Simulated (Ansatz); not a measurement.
Rigid (100) slab of FeCo, space group Pm-3m (No. 221):

```
CELL_PARAMETERS angstrom
2.80042 0.00000 0.00000
0.00000 2.80042 0.00000
0.00000 0.00000 24.00104
ATOMIC_POSITIONS crystal
Fe 0.50000 0.50000 0.35415
Co 0.00000 0.00000 0.41249
Fe 0.50000 0.50000 0.47083
Co 0.00000 0.00000 0.52807
Fe 0.50000 0.50000 0.58913
Co 0.00000 0.00000 0.64076
```

All numbers below come from Ansatz, DFT PBEsol, scalar-relativistic, plane waves, PAW. Cutoff 420 eV; k points 10×10×1 on the computed 7-atom cell (Γ-centred); Gaussian smearing, width 0.10 eV; collinear spin from starting moments 3.21 1.97 2.99 1.94 2.86 2.01 1 μB. A dipole correction removes the field between periodic images along c.

An adatom of H is held over the places (i/3, j/3) of the 1×1 surface cell, counted from the highest atom (Co), and only its height relaxes; one adatom per 7.8 Å². This grid misses the bridge places.

(1) What is the energy landscape, counted from the lowest point of this grid?

Only parallel moments were tried here.

## Answers

(1) Energies in eV:

```csv
i,j=0,j=1,j=2
0,0.48,0.23,0.23
1,0.23,0.00,0.00
2,0.23,0.00,0.00
```

Heights over the highest slab atom in Å:

| i | j=0 | j=1 | j=2 |
| --- | --- | --- | --- |
| 0 | 1.49 | 1.19 | 1.19 |
| 1 | 1.19 | 0.78 | 0.78 |
| 2 | 1.19 | 0.78 | 0.78 |